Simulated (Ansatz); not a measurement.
## Li₂O: all-electron results

```
CELL_PARAMETERS angstrom
0.00000 2.30950 2.30950
2.30950 0.00000 2.30950
2.30950 2.30950 0.00000
ATOMIC_POSITIONS crystal
Li 0.25000 0.25000 0.25000
Li 0.75000 0.75000 0.75000
O 0.00000 0.00000 0.00000
```

Atom numbers follow the list: Li1, Li2, O3.

The cell is COD entry 1011372, as deposited and not checked against the literature; nothing was relaxed.

Levels of theory: DFT, PBE, all-electron LAPW, scalar-relativistic (Ansatz 0.2.0); DFT, PBE, PAW with Ansatz's default frozen-core files, scalar-relativistic (Ansatz 0.2.0).

For LAPW: a Γ-centred 9×9×9 k mesh, Fermi–Dirac smearing of 0.03 eV, basis error target 0.5 meV/atom, no spin polarisation. PAW takes a cutoff of 420 eV at this cell. The Ansatz runs share mesh, smearing and spin set-up. Values come from LAPW unless marked.

```json
{
 "Band gap": "4.99 eV, indirect from Γ to X (0.5, 0, 0.5)",
 "Volume per atom": "55.4 bohr³"
}
```

(1) Predict this quantity. Smallest direct gap on the path.

(2) Give the computed value. Löwdin charges (with 0.16 e of the cell spilling out of the atomic basis, so their sizes and signs hang on that basis).

(3) Give the computed value. Pressure at this cell.

(4) Give the computed value. Bader charges (from the PAW run).

Results:

(1) 5.26 eV.

(2) Li1 0.72, O3 -1.29 e.

(3) 2.7 kbar.

(4) Li1 +0.85, O3 -1.71 e.
